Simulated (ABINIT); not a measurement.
# Quasiparticle gap of ZnSe (Stilleite) in ABINIT, part 2 of 3

How does a plane-wave GW calculation on ZnSe (Stilleite) run from the first input to the gap?

ABINIT 10.8.3; LDA and many-body steps on it, plane waves. Known limits of the many-body steps: not at the basis limit; no spin-orbit coupling; coarse k mesh.

So far. Step 2 (Ground state): The gap is direct, at Γ.

## Step 3: Bands along the symmetry lines

Level of this step: DFT, LDA, plane waves, norm-conserving pseudopotentials (ABINIT).

The cheap functional maps the bands first; the places of the edges decide which points the dearer methods must see.

The input, run.abi:

```
acell 3*1.0 Angstrom
rprim 
  -0.000000000000 2.833800000000 2.833800000000
  2.833800000000 -0.000000000000 2.833800000000
  2.833800000000 2.833800000000 0.000000000000
ntypat 2
znucl 30 34
natom 2
typat 1 2
xred 
  0.000000000000 0.000000000000 0.000000000000
  0.250000000000 0.250000000000 0.250000000000
pp_dirpath "pseudos"
pseudos "Zn.upf, Se.upf"
ecut 48
iscf -2
irdden 1
kptopt 0
nkpt 50
kpt 
  0.00000000 0.00000000 0.00000000
  -0.06250000 -0.06250000 0.00000000
  -0.12500000 -0.12500000 0.00000000
  -0.18750000 -0.18750000 0.00000000
  -0.25000000 -0.25000000 0.00000000
  -0.31250000 -0.31250000 0.00000000
  -0.37500000 -0.37500000 0.00000000
  -0.43750000 -0.43750000 0.00000000
  -0.50000000 -0.50000000 0.00000000
  -0.48437500 -0.48437500 0.03125000
  -0.46875000 -0.46875000 0.06250000
  -0.45312500 -0.45312500 0.09375000
  -0.43750000 -0.43750000 0.12500000
  -0.42187500 -0.42187500 0.15625000
  -0.40625000 -0.40625000 0.18750000
  -0.39062500 -0.39062500 0.21875000
  -0.37500000 -0.37500000 0.25000000
  -0.37500000 0.00000000 0.37500000
  -0.32812500 0.00000000 0.32812500
  -0.28125000 0.00000000 0.28125000
  -0.23437500 0.00000000 0.23437500
  -0.18750000 0.00000000 0.18750000
  -0.14062500 0.00000000 0.14062500
  -0.09375000 0.00000000 0.09375000
  -0.04687500 0.00000000 0.04687500
  0.00000000 0.00000000 0.00000000
  0.00000000 0.00000000 0.06250000
  0.00000000 0.00000000 0.12500000
  0.00000000 0.00000000 0.18750000
  0.00000000 0.00000000 0.25000000
  0.00000000 0.00000000 0.31250000
  0.00000000 0.00000000 0.37500000
  0.00000000 0.00000000 0.43750000
  0.00000000 0.00000000 0.50000000
  -0.06250000 -0.03125000 0.46875000
  -0.12500000 -0.06250000 0.43750000
  -0.18750000 -0.09375000 0.40625000
  -0.25000000 -0.12500000 0.37500000
  -0.31250000 -0.15625000 0.34375000
  -0.37500000 -0.18750000 0.31250000
  -0.43750000 -0.21875000 0.28125000
  -0.50000000 -0.25000000 0.25000000
  -0.50000000 -0.28125000 0.21875000
  -0.50000000 -0.31250000 0.18750000
  -0.50000000 -0.34375000 0.15625000
  -0.50000000 -0.37500000 0.12500000
  -0.50000000 -0.40625000 0.09375000
  -0.50000000 -0.43750000 0.06250000
  -0.50000000 -0.46875000 0.03125000
  -0.50000000 -0.50000000 0.00000000
istwfk *1
nband 32
nbdbuf 5
tolwfr 1e-07
nstep 50
prtwf 0
prtvol 0
indata_prefix "in"
outdata_prefix "out"
tmpdata_prefix "tmp"
```

Command:

```sh
$ OMP_NUM_THREADS=1 mpirun -n 4 abinit run.abi > log
```

Numbers of over 12 decimals in the logs are rounded to 6 here.

The log of the run:

```text
.Version 10.8.3 of ABINIT. v10.8.2 released Aug 2026.

 Symmetries : space group F-4 3 m (#216); Bravais cF (face-center cubic)
[... echo of the input left out ...]
== DATASET  1 ==================================================================
-   mpi_nproc: 4, omp_nthreads: 1 (-1 if OMP is not activated)

--- !DatasetInfo
iteration_state: {dtset: 1, }
dimensions: {natom: 2, nkpt: 50, mband: 32, nsppol: 1, nspinor: 1, nspden: 1, mpw: 4917, }
cutoff_energies: {ecut:  48.0, pawecutdg:  -1.0, }
electrons: {nelect:   4.40000000E+01, charge:   0.00000000E+00, occopt:   1.00000000E+00, tsmear:   1.00000000E-02, }

 Real(R)+Recip(G) space primitive vectors, cartesian coordinates (Bohr,Bohr^-1):
 R(1)=  0.0000000  5.3551059  5.3551059  G(1)= -0.0933688  0.0933688  0.0933688
 R(2)=  5.3551059  0.0000000  5.3551059  G(2)=  0.0933688 -0.0933688  0.0933688
 R(3)=  5.3551059  5.3551059  0.0000000  G(3)=  0.0933688  0.0933688 -0.0933688
 Unit cell volume ucvol=  3.0713845E+02 bohr^3
 Angles (23,13,12)=  6.00000000E+01  6.00000000E+01  6.00000000E+01 degrees

 getcut: wavevector=  0.0000  0.0000  0.0000  ngfft=  48  48  48
         ecut(hartree)=     48.000   => boxcut(ratio)=   2.03223

--- Pseudopotential description ------------------------------------------------
- Zn Generated using ONCVPSP code by D. R. Hamann
- 30.00000  20.00000  180309                  znucl, zion, pspdat
12 -1012 2 -1 1296                            pspcod,pspxc,lmax,lloc,mmax
     nproj     2     2     2
  pspatm : epsatm=   26.73031766
         --- l  ekb(1:nproj) -->
             0    2.816464   -1.526266
             1   -4.652122   -1.331242
             2   -6.981448   -2.558296
 pspatm: atomic psp has been read  and splines computed

- Se Generated using ONCVPSP code by D. R. Hamann
- 34.00000  24.00000  180309                  znucl, zion, pspdat
12 -1012 2 -1 1198                            pspcod,pspxc,lmax,lloc,mmax
     nproj     2     2     2
  pspatm : epsatm=   25.89836092
         --- l  ekb(1:nproj) -->
[...]
pspatm: atomic psp has been read  and splines computed

--------------------------------------------------------------------------------

================================================================================
 prteigrs : about to open file out_EIG
 Non-SCF case, kpt    1 (  0.00000  0.00000  0.00000), residuals and eigenvalues=
  3.77E-08  9.84E-09  2.73E-08  9.04E-08  7.32E-08  7.51E-08  8.09E-08  2.65E-08
  1.97E-08  3.94E-08  2.04E-08  7.22E-09  4.71E-08  2.05E-08  8.91E-08  3.25E-08
  3.77E-08  6.20E-08  7.94E-08  1.44E-08  8.48E-08  2.61E-08  8.20E-08  7.04E-08
[...]
-7.4411E+00 -5.2375E+00 -5.2375E+00 -5.2375E+00 -4.4348E+00 -2.7671E+00
 -2.7671E+00 -2.7671E+00 -1.5886E+00 -1.5886E+00 -1.5886E+00 -1.5884E+00
 -1.5884E+00 -3.4985E-01 -1.0483E-01 -1.0483E-01 -1.0483E-01 -9.1587E-02
[...]
6.1319E-01  6.1319E-01
 Non-SCF case, kpt    2 ( -0.06250 -0.06250  0.00000), residuals and eigenvalues=
[...]
6.1834E-01  6.3401E-01
 Non-SCF case, kpt    3 ( -0.12500 -0.12500  0.00000), residuals and eigenvalues=
[...]
6.3377E-01  6.5568E-01
[...]
Non-SCF case, kpt   49 ( -0.50000 -0.46875  0.03125), residuals and eigenvalues=
[...]
6.9554E-01  7.9045E-01
 Non-SCF case, kpt   50 ( -0.50000 -0.50000  0.00000), residuals and eigenvalues=
[...]
-8.5028E-02 -3.7667E-02  5.8885E-02  5.8885E-02  2.4313E-01  2.6190E-01
  5.2552E-01  5.4711E-01  5.4711E-01  6.5635E-01  6.7027E-01  6.7027E-01
  6.8196E-01  7.8647E-01

--- !ResultsGS
iteration_state: {dtset: 1, }
comment   : Summary of ground state results
lattice_vectors:
- [ -0.0000000,   5.3551059,   5.3551059, ]
- [  5.3551059,  -0.0000000,   5.3551059, ]
- [  5.3551059,   5.3551059,   0.0000000, ]
lattice_lengths: [   7.57326,    7.57326,    7.57326, ]
lattice_angles: [ 60.000,  60.000,  60.000, ] # degrees, (23, 13, 12)
lattice_volume:   3.0713845E+02
convergence: {deltae:  0.000E+00, res2:  0.000E+00, residm:  9.960E-08, diffor:  0.000E+00, }
etotal    :  -5.50448615E+02
entropy   :   0.00000000E+00
fermie    :   1.39712178E-01
cartesian_stress_tensor: null
pressure_GPa: null
xred      :
- [  0.0000E+00,   0.0000E+00,   0.0000E+00, Zn]
- [  2.5000E-01,   2.5000E-01,   2.5000E-01, Se]
cartesian_forces: null
force_length_stats: {min: null, max: null, mean: null, }

 Integrated electronic density in atomic spheres:
 ------------------------------------------------
 Atom  Sphere_radius  Integrated_density
[...]
================================================================================

 ----iterations are completed or convergence reached----

 Mean square residual over all n,k,spin=   45.112E-09; max=  99.602E-09
 reduced coordinates (array xred) for    2 atoms
       0.000000000000      0.000000000000      0.000000000000
       0.250000000000      0.250000000000      0.250000000000

 cartesian coordinates (angstrom) at end:
    1      0.000000     0.000000     0.000000
    2      1.416900     1.416900     1.416900
 length scales=  1.889726125908  1.889726125908  1.889726125908 bohr
              =  1.000000000000  1.000000000000  1.000000000000 angstroms
 prteigrs : about to open file out_EIG
 Eigenvalues (hartree) for nkpt=  50  k points:
 kpt#   1, nband= 32, wtk=  1.00000, kpt=  0.0000  0.0000  0.0000 (reduced coord)
[...]
kpt#   2, nband= 32, wtk=  1.00000, kpt= -0.0625 -0.0625  0.0000 (reduced coord)
[...]
kpt#   3, nband= 32, wtk=  1.00000, kpt= -0.1250 -0.1250  0.0000 (reduced coord)
[...]
kpt#  49, nband= 32, wtk=  1.00000, kpt= -0.5000 -0.4687  0.0313 (reduced coord)
[...]
kpt#  50, nband= 32, wtk=  1.00000, kpt= -0.5000 -0.5000  0.0000 (reduced coord)
[...]
-0.09572   -0.08983   -0.08503   -0.03767    0.05889    0.05889    0.24313    0.26190
   0.52552    0.54711    0.54711    0.65635    0.67027    0.67027    0.68196    0.78647

== END DATASET(S) ==============================================================
================================================================================

 -outvars: echo values of variables after computation  --------
            nband          32
             nkpt          50
          spgroup         216
 [... the other variables as echoed above ...]

 Calculation completed.
```

Wall time 28 s (4 MPI ranks of Arm Neoverse V1, shared host); peak memory 0.39 GiB; 1.9 min of CPU time.

This step gave:

```
gap                        : 1.028 eV
k of the valence top       : 0, 0, 0
k of the conduction bottom : 0, 0, 0
least direct gap           : 1.028 eV
```

The gap is 1.028 eV, as in the run before at this level.

Electronic bands along the path, in eV, zero at the top of the highest filled band:

```
    point  band 19  band 20  band 21  band 22  band 23  band 24  band 25  band 26
        Γ    -6.29     0.00     0.00     0.00     1.03     5.72     5.72     5.72
  halfway    -6.27    -2.96    -1.26    -1.26     3.80     3.85     7.93     7.93
        X    -6.12    -4.83    -2.20    -2.20     2.81     3.33    10.50    11.09
  halfway    -6.08    -4.81    -2.59    -2.10     3.09     3.92     9.78    10.38
        U    -6.03    -4.78    -3.13    -1.80     3.43     5.47     8.88     9.17
jump to K    -6.03    -4.78    -3.13    -1.80     3.43     5.47     8.88     9.17
  halfway    -6.27    -3.41    -1.77    -0.50     3.63     5.81     6.53     6.60
        Γ    -6.29     0.00     0.00     0.00     1.03     5.72     5.72     5.72
  halfway    -6.29    -3.12    -0.48    -0.48     2.56     6.35     6.35     6.40
        L    -6.14    -5.29    -0.87    -0.87     2.35     6.30     6.30     8.35
  halfway    -6.08    -4.96    -2.45    -1.48     4.08     5.41     7.30     8.53
        W    -5.99    -4.75    -2.80    -2.69     5.35     5.44     6.81     7.57
  halfway    -6.05    -4.79    -2.51    -2.46     3.72     4.16     9.07     9.14
        X    -6.12    -4.83    -2.20    -2.20     2.81     3.33    10.50    11.09
```

## Step 4: Empty states on the mesh, 4×4×4 mesh, 117 bands

The sums over transitions need many empty states on a uniform mesh; this step solves for them.

The input, run.abi:

```
acell 3*1.0 Angstrom
rprim 
  -0.000000000000 2.833800000000 2.833800000000
  2.833800000000 -0.000000000000 2.833800000000
  2.833800000000 2.833800000000 0.000000000000
ntypat 2
znucl 30 34
natom 2
typat 1 2
xred 
  0.000000000000 0.000000000000 0.000000000000
  0.250000000000 0.250000000000 0.250000000000
pp_dirpath "pseudos"
pseudos "Zn.upf, Se.upf"
ecut 48
ngkpt 4 4 4
nshiftk 1
shiftk 0 0 0
kptopt 1
chksymbreak 0
iscf -2
irdden 1
istwfk *1
nband 117
nbdbuf 10
tolwfr 1e-09
nstep 60
prtvol 0
indata_prefix "in"
outdata_prefix "out"
tmpdata_prefix "tmp"
```

The log of the run:

```text
.Version 10.8.3 of ABINIT. v10.8.2 released Aug 2026.

 Symmetries : space group F-4 3 m (#216); Bravais cF (face-center cubic)
[... echo of the input left out ...]
== DATASET  1 ==================================================================
-   mpi_nproc: 4, omp_nthreads: 1 (-1 if OMP is not activated)

--- !DatasetInfo
iteration_state: {dtset: 1, }
dimensions: {natom: 2, nkpt: 8, mband: 117, nsppol: 1, nspinor: 1, nspden: 1, mpw: 4910, }
cutoff_energies: {ecut:  48.0, pawecutdg:  -1.0, }
electrons: {nelect:   4.40000000E+01, charge:   0.00000000E+00, occopt:   1.00000000E+00, tsmear:   1.00000000E-02, }

 Real(R)+Recip(G) space primitive vectors, cartesian coordinates (Bohr,Bohr^-1):
 R(1)=  0.0000000  5.3551059  5.3551059  G(1)= -0.0933688  0.0933688  0.0933688
 R(2)=  5.3551059  0.0000000  5.3551059  G(2)=  0.0933688 -0.0933688  0.0933688
 R(3)=  5.3551059  5.3551059  0.0000000  G(3)=  0.0933688  0.0933688 -0.0933688
 Unit cell volume ucvol=  3.0713845E+02 bohr^3
 Angles (23,13,12)=  6.00000000E+01  6.00000000E+01  6.00000000E+01 degrees

 getcut: wavevector=  0.0000  0.0000  0.0000  ngfft=  48  48  48
         ecut(hartree)=     48.000   => boxcut(ratio)=   2.03223

--- Pseudopotential description ------------------------------------------------
- Zn Generated using ONCVPSP code by D. R. Hamann
- 30.00000  20.00000  180309                  znucl, zion, pspdat
12 -1012 2 -1 1296                            pspcod,pspxc,lmax,lloc,mmax
     nproj     2     2     2
  pspatm : epsatm=   26.73031766
         --- l  ekb(1:nproj) -->
             0    2.816464   -1.526266
             1   -4.652122   -1.331242
             2   -6.981448   -2.558296
 pspatm: atomic psp has been read  and splines computed

- Se Generated using ONCVPSP code by D. R. Hamann
- 34.00000  24.00000  180309                  znucl, zion, pspdat
12 -1012 2 -1 1198                            pspcod,pspxc,lmax,lloc,mmax
     nproj     2     2     2
  pspatm : epsatm=   25.89836092
         --- l  ekb(1:nproj) -->
[...]
pspatm: atomic psp has been read  and splines computed

--------------------------------------------------------------------------------

================================================================================
 prteigrs : about to open file out_EIG
 Non-SCF case, kpt    1 (  0.00000  0.00000  0.00000), residuals and eigenvalues=
  2.09E-10  3.02E-10  2.92E-10  3.64E-10  3.75E-10  1.58E-10  1.53E-10  1.74E-10
  2.94E-10  4.73E-10  7.55E-10  3.86E-10  3.89E-10  6.37E-10  2.74E-10  2.40E-10
  6.17E-10  6.49E-10  9.38E-10  1.91E-10  5.56E-10  6.72E-10  3.64E-10  8.31E-11
[...]
1.05E-07  5.81E-06  2.18E-07  2.87E-06  3.25E-04
 -7.4411E+00 -5.2375E+00 -5.2375E+00 -5.2375E+00 -4.4348E+00 -2.7671E+00
 -2.7671E+00 -2.7671E+00 -1.5886E+00 -1.5886E+00 -1.5886E+00 -1.5884E+00
 -1.5884E+00 -3.4985E-01 -1.0483E-01 -1.0483E-01 -1.0483E-01 -9.1587E-02
[...]
3.0973E+00  3.1504E+00  3.1504E+00  3.1504E+00  3.2049E+00  3.2049E+00
  3.2049E+00  3.2332E+00  3.2332E+00  3.2332E+00  3.2359E+00  3.2359E+00
[...]
prteigrs : prtvol=0 or 1, do not print more k-points.

--- !ResultsGS
iteration_state: {dtset: 1, }
comment   : Summary of ground state results
lattice_vectors:
- [ -0.0000000,   5.3551059,   5.3551059, ]
- [  5.3551059,  -0.0000000,   5.3551059, ]
- [  5.3551059,   5.3551059,   0.0000000, ]
lattice_lengths: [   7.57326,    7.57326,    7.57326, ]
lattice_angles: [ 60.000,  60.000,  60.000, ] # degrees, (23, 13, 12)
lattice_volume:   3.0713845E+02
convergence: {deltae:  0.000E+00, res2:  0.000E+00, residm:  9.972E-10, diffor:  0.000E+00, }
etotal    :  -5.50448615E+02
entropy   :   0.00000000E+00
fermie    :   1.39712178E-01
cartesian_stress_tensor: null
pressure_GPa: null
xred      :
- [  0.0000E+00,   0.0000E+00,   0.0000E+00, Zn]
- [  2.5000E-01,   2.5000E-01,   2.5000E-01, Se]
cartesian_forces: null
force_length_stats: {min: null, max: null, mean: null, }

 Integrated electronic density in atomic spheres:
 ------------------------------------------------
 Atom  Sphere_radius  Integrated_density
[...]
================================================================================

 ----iterations are completed or convergence reached----

 Mean square residual over all n,k,spin=   40.866E-11; max=  99.725E-11
 reduced coordinates (array xred) for    2 atoms
       0.000000000000      0.000000000000      0.000000000000
       0.250000000000      0.250000000000      0.250000000000

 cartesian coordinates (angstrom) at end:
    1      0.000000     0.000000     0.000000
    2      1.416900     1.416900     1.416900
 length scales=  1.889726125908  1.889726125908  1.889726125908 bohr
              =  1.000000000000  1.000000000000  1.000000000000 angstroms
 prteigrs : about to open file out_EIG
 Eigenvalues (hartree) for nkpt=   8  k points:
 kpt#   1, nband=117, wtk=  0.01563, kpt=  0.0000  0.0000  0.0000 (reduced coord)
[...]
2.97916    3.01597    3.06146    3.06146    3.06146    3.09732    3.09732    3.15043
   3.15043    3.15043    3.20487    3.20487    3.20487    3.23317    3.23317    3.23317
   3.23585    3.23586    3.28708    3.28708    3.28919
 prteigrs : prtvol=0 or 1, do not print more k-points.

== END DATASET(S) ==============================================================
================================================================================

 -outvars: echo values of variables after computation  --------
            nband         117
             nkpt           8
          spgroup         216
 [... the other variables as echoed above ...]

 Calculation completed.
```

Wall time 34 s (4 MPI ranks); peak memory 0.36 GiB; 2.2 min of CPU time.

This step gave:

| Item | Value |
| --- | --- |
| gap | 1.028 eV |
| k of the valence top | 0, 0, 0 |
| k of the conduction bottom | 0, 0, 0 |
| least direct gap | 1.028 eV |
| k points computed | 8 |
| lowest point of the top converged band, above the valence top | 77.5231 eV |

On this mesh the gap is 1.028 eV.

## Step 5: Screening, 4×4×4 mesh, 107 bands, screening to 166 eV

The RPA dielectric matrix is built and inverted for each q.

This step: RPA screening on LDA, plane waves, norm-conserving pseudopotentials.

run.abi: that of step 4 with these lines changed.

```diff
@@ -20,10 +20,11 @@
 chksymbreak 0
-iscf -2
-irdden 1
 istwfk *1
-nband 117
-nbdbuf 10
-tolwfr 1e-09
-nstep 60
-prtvol 0
+occopt 1
+irdwfk 1
+optdriver 3
+nband 107
+ecuteps 6.1
+inclvkb 2
+awtr 1
+symchi 1
 indata_prefix "in"
```

The log of the run:

```text
.Version 10.8.3 of ABINIT. v10.8.2 released Aug 2026.

 Symmetries : space group F-4 3 m (#216); Bravais cF (face-center cubic)
[... echo of the input left out ...]
== DATASET  1 ==================================================================
-   mpi_nproc: 4, omp_nthreads: 1 (-1 if OMP is not activated)

--- !DatasetInfo
iteration_state: {dtset: 1, }
dimensions: {natom: 2, nkpt: 8, mband: 107, nsppol: 1, nspinor: 1, nspden: 1, mpw: 4910, }
cutoff_energies: {ecut:  48.0, pawecutdg:  -1.0, }
electrons: {nelect:   4.40000000E+01, charge:   0.00000000E+00, occopt:   1.00000000E+00, tsmear:   1.00000000E-02, }

 SCREENING: Calculation of the susceptibility and dielectric matrices

 Based on a program developped by R.W. Godby, V. Olevano, G. Onida, and L. Reining.
 Incorporated in ABINIT by V. Olevano, G.-M. Rignanese, and M. Torrent.
.Using double precision arithmetic ; gwpc =  8

[... cell and pseudopotentials left out ...]
--------------------------------------------------------------------------------

 ==== K-mesh for the wavefunctions ====
 Number of points in the irreducible wedge :     8
[... list of points left out ...]
 Together with 24 symmetry operations and time-reversal symmetry
 yields    64 points in the full Brillouin Zone.

 ==== Q-mesh for the screening function ====
 Number of points in the irreducible wedge :     8
[... list of points left out ...]
 Together with 24 symmetry operations and time-reversal symmetry
 yields    64 points in the full Brillouin Zone.

 setmesh: FFT mesh size selected  =    32x   32x   32
          total number of points  =        32768

 vcoul_init : cutoff-mode = AUXILIARY_FUNCTION
 q-points for optical limit:   1
     1)      0.000010    0.000020    0.000030

- screening: taking advantage of time-reversal symmetry
- Maximum band index for partially occupied states nbvw = 22
- Remaining bands to be divided among processors   nbcw = 85
- Number of bands treated by each node ~21

 Number of electrons calculated from density =   44.0000; Expected =   44.0000
 average of density, n =  0.143258
 r_s =    1.1856
 omega_plasma =   36.5103 [eV]

 calculating chi0 at frequencies [eV] :
  1    0.000000E+00    0.000000E+00
  2    0.000000E+00    3.651025E+01

--------------------------------------------------------------------------------
  q-point number  1        q = ( 0.000000, 0.000000, 0.000000) [r.l.u.]
--------------------------------------------------------------------------------
[... chi0 elements left out ...]
 For q-point:  0.000010 0.000020 0.000030
  dielectric constant =  19.5290
  dielectric constant without local fields =  20.6416

  Average fulfillment of the sum rule on Im[epsilon] for q-point    1 :     34.08  [%]
[... wings left out ...]
  q-point number  2        q = ( 0.250000, 0.000000, 0.000000) [r.l.u.]
--------------------------------------------------------------------------------
[... chi0 elements left out ...]
  Average fulfillment of the sum rule on Im[epsilon] for q-point    2 :     40.61  [%]

 [... 6 further q-points ...]
```

The job ended after 65 s (4 MPI ranks; peak memory 1.2 GiB; 4.3 min of CPU time).

This step gave:

```yaml
eps_infinity_with_local_fields_on_this_mesh_along_the_program_s_q_direction: 19.53
the_same_without_local_fields: 20.64
plasma_frequency: 36.51 eV
plane_waves_in_the_screening_matrix: 229
```

Local fields lower ε∞ by 5 %. On a Γ-centred mesh this coarse the value itself is usually too large, while a short band sum pulls it down.

(Part 2 of 3 ends here.)

[Paths, hosts, dates, memory and timing lines, banners, echoed tables and standing remarks are left out of the program output.]

[Logs are printed without paths, hosts, clocks, repeated set-up lines and the standing remarks that a program may print on its own settings, such as how far it seeks lower states.]

[Runs of the session that timed out or met a known fault of the program may be left out.]

[Hosts, paths, dates, database ids (printed as entryN), source tags and the programs' standing remarks are cut or masked in the printed files.]

[G0W0 gaps are taken among the corrected bands and points alone; a level outside them can change the order at an edge.]

[Where Ansatz stands beside ABINIT at settings called matched, ABINIT's density can come from a denser mesh and the files from another edition; pairs whose starting gaps differed by over 0.03 eV were left out, so agreement reads better than it is.]
